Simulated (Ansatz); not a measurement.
A B12N11 cell: a crystal with N atoms taken out, relaxed.

```
B N
1.0
    -3.72572    3.57842   -3.28858
     3.72234    3.57830   -3.28485
    -0.00325   -1.42055   -6.56159
B N
12 11
Direct
  0.16292 0.82864 0.49772
  0.58143 0.91616 0.25219
  0.83533 0.17120 0.49654
  0.50553 0.50122 0.49731
  0.25031 0.24716 0.25183
  0.00351 0.98128 0.00719
  0.74475 0.74929 0.75298
  0.66630 0.33202 0.00207
  0.41814 0.08388 0.75233
  0.93212 0.59799 0.23666
  0.31626 0.66989 0.01022
  0.08344 0.41033 0.75259
  0.33151 0.99731 0.33463
  0.75361 0.07722 0.08657
  0.00395 0.34262 0.32711
  0.67698 0.67001 0.32854
  0.41162 0.41950 0.08723
  0.16604 0.15561 0.84117
  0.91275 0.91754 0.58211
  0.83255 0.49828 0.83385
  0.58539 0.25115 0.58470
  0.49031 0.83213 0.84268
  0.25184 0.57855 0.58270
```

Method: DFT PBE+D3(BJ), scalar-relativistic, plane waves, PAW in Ansatz 0.2.0.

Plane waves to 420 eV, a k mesh through Γ of 6×6×6 on the computed 23-atom cell and Gaussian smearing (0.10 eV); no spin polarisation.

Question: Describe its local order.

Answer: Counting as bonded all pairs within 1.2 times the summed covalent radii:

| atom → neighbour | mean count | mean length (Å) | spread (Å) |
| --- | --- | --- | --- |
| B → N | 2.75 | 1.44 | 0.01 |
| N → B | 3.00 | 1.44 | 0.01 |

Angles between all pairs of such bonds at an atom (mean ± spread): 120 ± 3° at B, 120 ± 2° at N.

Question: Does it have a gap?

Answer: It has no gap on the mesh. Levels at Γ next to the Fermi level (eV from it): -4.27, -4.26, -4.23, -3.81, -3.27, -2.99, 0.61, 1.75, 1.83, 1.98, 2.10, 2.50.

Cost: 2 runs of about 3.5 core-minutes in all (earlier runs that led there not counted), on Intel Xeon Platinum 8488C (Sapphire Rapids) (shared hosts).